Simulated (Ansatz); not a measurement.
# Cu (Fm-3m) in Ansatz: convergence with smearing width

Aim: find how far smearing width must go before the results for Cu settle, at r2SCAN. This setting moves, with any that are tied to it; all else stays.

Everything below comes from runs of Ansatz 0.2.0. Logs are shortened: lines on timing, memory, paths and dates and some standing lists are left out, and cuts for length are marked.

## Step 1: The crystal as given

It takes space group Fm-3m (No. 225, cubic). Conventional cell: a = 3.615 Å, b = 3.615 Å, c = 3.615 Å, α = 90.00°, β = 90.00°, γ = 90.00°. Cu (site symmetry m-3m) has 12 Cu at 2.56 Å as nearest neighbours.

## Step 2: With smearing width 0.3 eV

Input file input.yaml:

```yaml
crystal:
  lattice:
    - [0.0, 1.8075, 1.8075]
    - [1.8075, 0.0, 1.8075]
    - [1.8075, 1.8075, 0.0]
  atoms:
    - { symbol: Cu, position: [0.0, 0.0, 0.0] }
hamiltonian:
  xc: r2scan
  pseudopotentials: { kind: nc, accuracy: standard }
kpoints:
  mp_grid: { grid: [11, 11, 11] }
scf:
  occupations: { method: cold, width: 0.3 }
output:
  forces: true
  stress: true
  eigenvalues: true
```

Potentials or basis: PseudoDojo standard (PBE files).

On the command line:

```
> ansatz run input.yaml --threads 2 --pin off --max-ram 5632MiB --backend cpu --events-out ev --progress --plain --runs-dir out
```

It took 2.8 s on 2 threads of Arm Neoverse V1, shared host; peak memory 0.34 GiB.

Results:

```yaml
Free_energy: -5184.8592 eV
Pressure: -6.4 GPa
Band_gap_on_the_k_mesh: none (metal or under the smearing width)
```

## Step 3: With smearing width 0.2 eV

input.yaml: that of step 2 with these lines changed.

```diff
@@ -13,3 +13,3 @@
 scf:
-  occupations: { method: cold, width: 0.3 }
+  occupations: { method: cold, width: 0.2 }
 output:
```

Potentials or basis: PseudoDojo standard (PBE files).

On the command line:

```
> ansatz run input.yaml --threads 2 --pin off --max-ram 5632MiB --backend cpu --events-out ev --progress --plain --runs-dir out
```

Run time: 2.8 s. Hardware: 2 threads of Arm Neoverse V1, shared host; peak memory 0.34 GiB.

What came out:

- Free energy: -5184.8591 eV
- Pressure: -6.5 GPa
- Band gap on the k mesh: none (metal or under the smearing width)

## Step 4: With smearing width 0.15 eV

input.yaml: that of step 3 with these lines changed.

```diff
@@ -13,3 +13,3 @@
 scf:
-  occupations: { method: cold, width: 0.2 }
+  occupations: { method: cold, width: 0.15 }
 output:
```

On the command line:

```
> ansatz run input.yaml --threads 2 --pin off --max-ram 5632MiB --backend cpu --events-out ev --progress --plain --runs-dir out
```

Run time: 2.6 s. Hardware: 2 threads of Arm Neoverse V1, shared host; peak memory 0.34 GiB.

Results:

| Item | Value |
| --- | --- |
| Free energy | -5184.8592 eV |
| Pressure | -6.5 GPa |
| Band gap on the k mesh | none (metal or under the smearing width) |

## Step 5: With smearing width 0.1 eV

input.yaml: that of step 4 with these lines changed.

```diff
@@ -13,3 +13,3 @@
 scf:
-  occupations: { method: cold, width: 0.15 }
+  occupations: { method: cold, width: 0.1 }
 output:
```

On the command line:

```
> ansatz run input.yaml --threads 2 --pin off --max-ram 5632MiB --backend cpu --events-out ev --progress --plain --runs-dir out
```

Run time: 2.5 s. Hardware: 2 threads of Arm Neoverse V1, shared host; peak memory 0.34 GiB.

What came out:

```
Free energy            : -5184.8595 eV
Pressure               : -6.5 GPa
Band gap on the k mesh : none (metal or under the smearing width)
```

## Step 6: With smearing width 0.05 eV

input.yaml: that of step 5 with these lines changed.

```diff
@@ -13,3 +13,3 @@
 scf:
-  occupations: { method: cold, width: 0.1 }
+  occupations: { method: cold, width: 0.05 }
 output:
```

Potentials or basis: PseudoDojo standard (PBE files).

On the command line:

```
> ansatz run input.yaml --threads 2 --pin off --max-ram 5632MiB --backend cpu --events-out ev --progress --plain --runs-dir out
```

It took 2.7 s on 2 threads of Arm Neoverse V1, shared host; peak memory 0.34 GiB.

The run converged. Its results:

```yaml
Free_energy: -5184.8599 eV
Pressure: -6.5 GPa
Band_gap_on_the_k_mesh: none (metal or under the smearing width)
```

## Step 7: With smearing width 0.025 eV

input.yaml: that of step 6 with these lines changed.

```diff
@@ -13,3 +13,3 @@
 scf:
-  occupations: { method: cold, width: 0.05 }
+  occupations: { method: cold, width: 0.025 }
 output:
```

On the command line:

```
> ansatz run input.yaml --threads 2 --pin off --max-ram 5632MiB --backend cpu --events-out ev --progress --plain --runs-dir out
```

It took 2.6 s on 2 threads of Arm Neoverse V1, shared host; peak memory 0.34 GiB.

Results (log left out):

| Property | Result |
| --- | --- |
| Free energy | -5184.8599 eV |
| Pressure | -6.5 GPa |
| Band gap on the k mesh | none (metal or under the smearing width) |

## Step 8: With smearing width 0.01 eV

input.yaml: that of step 7 with these lines changed.

```diff
@@ -13,3 +13,3 @@
 scf:
-  occupations: { method: cold, width: 0.025 }
+  occupations: { method: cold, width: 0.01 }
 output:
```

On the command line:

```
> ansatz run input.yaml --threads 2 --pin off --max-ram 5632MiB --backend cpu --events-out ev --progress --plain --runs-dir out
```

Run time: 2.6 s. Hardware: 2 threads of Arm Neoverse V1, shared host; peak memory 0.34 GiB.

Results (log left out):

| Property | Result |
| --- | --- |
| Free energy | -5184.8599 eV |
| Pressure | -6.5 GPa |
| Band gap on the k mesh | none (metal or under the smearing width) |

## Step 9: With smearing width 0.005 eV

input.yaml: that of step 8 with these lines changed.

```diff
@@ -13,3 +13,3 @@
 scf:
-  occupations: { method: cold, width: 0.01 }
+  occupations: { method: cold, width: 0.005 }
 output:
```

Potentials or basis: PseudoDojo standard (PBE files).

On the command line:

```
> ansatz run input.yaml --threads 2 --pin off --max-ram 5632MiB --backend cpu --events-out ev --progress --plain --runs-dir out
```

The log of the run:

```text
Warning: hamiltonian.xc reads the kinetic-energy density τ on the library's norm-conserving files, and those of Cu were made for PBE. This build holds files of Cu that were made for r²SCAN, which a deck under this functional can read where it names no table (hamiltonian.pseudopotentials.accuracy or source), types no xc_functional and has no exact exchange, max_exx_coeff or level of output.embedding that keeps them out. To compare such runs, type hamiltonian.pseudopotentials: {kind: paw, frozen_core: stored} on both or, where PAW refuses one, {kind: nc, accuracy: standard}
Warning: RAYON_NUM_THREADS=2 ignored (pool sized by the plan → 2); use --threads N
Engine: ansatz 0.2.0, aarch64-unknown-linux-gnu
Pseudopotentials: kind: nc
Pseudopotential: Cu, nc, valence charge 19, recommended cutoff 1251.723767 eV (normal), Cu.nc.azcp (PseudoDojo's, or run here from an input of PseudoDojo's; its table is named by hamiltonian.pseudopotentials.accuracy)
Functional definition: r2SCAN
  parameter k0 = 0.174
  parameter k1 = 0.065
  parameter a1 = 4.9479
  exchange = r2scan_x(k0 = k0, k1 = k1, a1 = a1)
  correlation = r2scan_c
Crystal: 1 atoms, lattice volume = 11.810 Å³
Basis set: ecut = 1251.723767 eV, 1243 PW (Γ), exchange–correlation on 120×120×120 points (64 copies of the dense FFT grid, shifted against one another)
Bands: 14, of which v1, the nominal top of the filled ones, is band 10 counted from 1 (9 counted from 0)
Symmetry: 48 space group operations
Space group: Fm-3m (ITA 225), of the structure as read, at distance tolerance 2.3e-5 Å
k-points: 56 of 1331
Non-local potential: Cu, projectors of the file, l = 0: 2, l = 1: 2, l = 2: 2
Initial density: superposition of atomic densities (chi_scale 0.1, normalization cell)
Initial wavefunctions: pseudopotential atomic-orbital guess
Functional: x = r2scan, c = r2scan; τ floored in thin density (d = 2e-4 eV/Å³)
SCF iter   1: F=—  HF=-5185.254741 eV  |F-HF|=—  |Δ(HF+E_count)|=         —  Δρ=1.57e-1  dr2=1.88e0  dr2_τ=5.85e0  ethr=3.10e-3  ⟨swp⟩=5.0  Hψ=4419  notcnv=0
preconditioner: auto → none  [insulator: Δε(μ)=0.016 eV  Ē_g=16.861 eV  σ=0.005 eV  W_gap=1.02  n_scr=0 (ndim 8)  ℏωp=35.8 eV  f_vac=0.000  D(μ)=2.32/eV (n_scr^D=50)  ε∞_Penn≈5.5]
SCF iter   2: F=—  HF=-5185.045517 eV  |F-HF|=—  |Δ(HF+E_count)|=   2.09e-1  S|Δr|=    0.00e0  Δρ=1.19e-1  dr2=7.59e-1  dr2_τ=1.66e1  ethr=3.10e-3  ⟨swp⟩=3.4  Hψ=2135  notcnv=0  defer=22
SCF iter   3: F=—  HF=-5184.859221 eV  |F-HF|=—  |Δ(HF+E_count)|=   1.86e-1  S|Δr|=    0.00e0  Δρ=2.45e-2  dr2=1.99e-2  dr2_τ=6.76e-2  ethr=3.10e-3  ⟨swp⟩=2.8  Hψ=1653  notcnv=0  defer=21
SCF iter   4: F=—  HF=-5184.859744 eV  |F-HF|=—  |Δ(HF+E_count)|=   5.23e-4  S|Δr|=    0.00e0  Δρ=2.34e-3  dr2=4.41e-4  dr2_τ=3.30e-4  ethr=1.05e-4  ⟨swp⟩=3.0  Hψ=1825  notcnv=0  defer=21
SCF iter   5: F=—  HF=-5184.859867 eV  |F-HF|=—  |Δ(HF+E_count)|=   1.23e-4  S|Δr|=    0.00e0  Δρ=8.54e-4  dr2=4.36e-5  dr2_τ=1.20e-4  ethr=2.32e-6  ⟨swp⟩=2.4  Hψ=1329  notcnv=0  defer=21
SCF iter   6: F=—  HF=-5184.859861 eV  |F-HF|=—  |Δ(HF+E_count)|=   5.87e-6  S|Δr|=    0.00e0  Δρ=1.11e-4  dr2=6.36e-7  dr2_τ=5.59e-7  ethr=2.30e-7  ⟨swp⟩=1.7  Hψ=947  notcnv=0  defer=21
SCF iter   7: F=-5184.859861 eV  HF=-5184.859861 eV  |F-HF|=3.94e-9  |Δ(HF+E_count)|=   1.17e-8  S|Δr|=    0.00e0  Δρ=1.33e-5  dr2=8.93e-9  dr2_τ=5.68e-9  ethr=5.26e-10  ⟨swp⟩=7.6  Hψ=3587  notcnv=0
SCF 1 converged in 7 iterations: F = -5184.859861 eV  dr2 = 8.93e-9
SCF converged after 7 iterations
Stability not checked: this state was not tested for a lower state beside it, because cold or Methfessel-Paxton smearing, or corrected tetrahedra, fill the levels in a way that the test cannot read (fill_not_monotonic; see scf.lower_state_search)
Free energy (F): -5184.859861 eV
Harris-Foulkes:  -5184.859861 eV  (|F-HF|=3.94e-9)
Internal energy: -5184.859856 eV  (E = F + TS)
E sigma→0 (E₀):  -5184.859860 eV
Entropy (-TS):   -0.000005 eV (-0.005 meV/atom)
Fermi energy:    17.319213 eV
--- Per-component energies (eV) ---
  E_band       = -380.528006
  E_kinetic    = 2376.492587
  E_local      = -4237.437113  (includes V_loc(G=0)·N_el)
  E_nonlocal   = -911.696614
  E_hartree    = 1545.429553
  E_xc         = -661.194573
  E_vxc        = -758.407979  (∫ρ·V_xc dr)
  E_vtau       = 59.668336  (kinetic-family band-sum trace: ∫τ·v_τ [+ j·A + Jᵃ·Aᵃ] dr)
  E_ewald      = -3296.453696
  E_smearing   = -0.000005  (= −TS)
  E_closure    = 0.000000  (closes the sum)
  Σ components = -5184.859861   (vs F -5184.859861, Δ=0.00e0)
--- Forces (eV/Å), atoms counted from 1 ---
  atom   1  Cu     0.00000000    -0.00000000     0.00000000
  max |Σ_I F_I| component: 5.14e-32 eV/Å
--- Stress (GPa, compression-positive) ---
       -6.463641      -0.000000       0.000000
        0.000000      -6.463641      -0.000000
       -0.000000       0.000000      -6.463641
  P = ⅓ Tr σ = -6.4636 GPa (-64.636 kbar)
--- Band table (eV; the first three rows and the last of 56) ---
  k-point 0: bands = ["-100.3946", "-55.6081", "-55.6081", "-55.6081", "7.3242", "14.0489", "14.0489", "14.0489", "14.9012", "14.9012", "40.5856", "43.5249", "43.5249", "43.5249"]
  k-point 1: bands = ["-100.3935", "-55.6166", "-55.6094", "-55.6094", "7.6372", "13.9828", "14.1051", "14.1051", "14.8804", "14.8804", "38.4969", "41.5084", "42.6819", "42.6819"]
  k-point 2: bands = ["-100.3906", "-55.6396", "-55.6128", "-55.6128", "8.5453", "13.8356", "14.2048", "14.2048", "14.8828", "14.8828", "33.6608", "40.9993", "41.5856", "41.5856"]
  k-point 55: bands = ["-100.3768", "-55.6831", "-55.6772", "-55.6474", "12.8800", "13.3003", "13.6721", "14.8679", "15.5971", "23.0412", "23.0763", "25.8066", "27.7953", "44.0887"]
```

Run time: 2.6 s. Hardware: 2 threads of Arm Neoverse V1, shared host; peak memory 0.34 GiB.

What came out:

| Quantity | Value |
| --- | --- |
| Free energy | -5184.8599 eV |
| Pressure | -6.5 GPa |
| Band gap on the k mesh | none (metal or under the smearing width) |

## Step 10: The series at a glance

| smearing width | energy less the tightest run, at zero smearing (meV/atom) | pressure (GPa) | SCF cycles | CPU time (s) | peak memory (GiB) |
| --- | --- | --- | --- | --- | --- |
| 0.3 eV | 0.78 | -6.44 | 7 | 5.5 | 0.34 |
| 0.2 eV | 0.69 | -6.49 | 7 | 5.5 | 0.34 |
| 0.15 eV | 0.48 | -6.51 | 7 | 5 | 0.34 |
| 0.1 eV | 0.16 | -6.51 | 7 | 4.9 | 0.34 |
| 0.05 eV | -0.03 | -6.46 | 7 | 5.3 | 0.34 |
| 0.025 eV | -0.01 | -6.46 | 7 | 5 | 0.34 |
| 0.01 eV | 0.00 | -6.46 | 7 | 5 | 0.34 |
| 0.005 eV | 0.00 | -6.46 | 7 | 5 | 0.34 |

Against the tightest run, the energy stays within 1 meV/atom from 0.3 eV on; the pressure stays within 0.1 GPa from 0.3 eV on. Narrower smearing needs a denser k mesh, so at a fixed mesh the narrowest width isn't the most accurate. The tightest run that finished is the yardstick and may itself not be fully converged.

Caveats: the meta-GGA runs on potentials made for a GGA; the potentials were made for another functional, which shifts forces and pressure.
